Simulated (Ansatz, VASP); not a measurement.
# BN in VASP and in Ansatz

The input INCAR:

```
ALGO = Normal
EDIFF = 1E-7
EDIFFG = -0.02
ENCUT = 600
GGA = RP
IBRION = 2
ISIF = 3
ISMEAR = -1
LASPH = T
LCHARG = F
LREAL = F
LWAVE = F
NELM = 60
NSW = 80
PREC = Accurate
SIGMA = 0.05
```

The input KPOINTS:

```
k-points
0
Gamma
  13 13 13
```

POSCAR

```
BN
1.0
    0.0000000000      1.8130010000      1.8130010000
    1.8130010000      0.0000000000      1.8130010000
    1.8130010000      1.8130010000      0.0000000000
N B
1 1
Direct
    0.2500000000      0.2500000000      0.2500000000
    0.0000000000      0.0000000000      0.0000000000
```

Contents of input.yaml:

```yaml
crystal:
  lattice:
    - [0.0, 1.813001, 1.813001]
    - [1.813001, 0.0, 1.813001]
    - [1.813001, 1.813001, 0.0]
  atoms:
    - { symbol: "N", position: [0.25, 0.25, 0.25] }
    - { symbol: B, position: [0.0, 0.0, 0.0] }
kpoints:
  mp_grid: { grid: [13, 13, 13] }
scf:
  occupations: { method: fermi_dirac, width: 0.05 }
hamiltonian:
  xc: rpbe
  pseudopotentials: { kind: all_electron, lapw: { basis_error: 0.001 } }
output:
  forces: true
  stress: true
relax:
  f_tol: 0.02
  max_steps: 60
  cell: {}
```

Alike in both runs: task relaxation of cell and atoms; functional RPBE; k mesh 13 × 13 × 13; occupations fermi-dirac, width 0.05 eV; no spin polarisation.

|  | VASP | Ansatz |
| --- | --- | --- |
| version | VASP 6.6.1 | Ansatz 0.2.0 |
| potentials or method | VASP PAW PBE potentials, release 64 (N, B) | all-electron LAPW, scalar-relativistic |
| plane-wave cutoff (eV) | 600 | see its input |

```tsv
	VASP	Ansatz	Ansatz less VASP
relaxed volume (Å³/atom)	6.05	6.05	-0.001
relaxed cell length with the largest relative difference (Å)	2.577	2.576	-0.0002
energy change over the relaxation (meV/atom)	-1	-1	0.0
```

Ansatz ran all-electron here, so the differences hold the error of VASP's frozen core and of both bases.

Caveats: an odd mesh through Γ misses points on the zone boundary, where band edges often lie; the PAW data sets were made with another functional, which shifts forces and pressure a little (VASP). Expect the measured gap to be larger: semilocal functionals such as RPBE lack the derivative discontinuity.
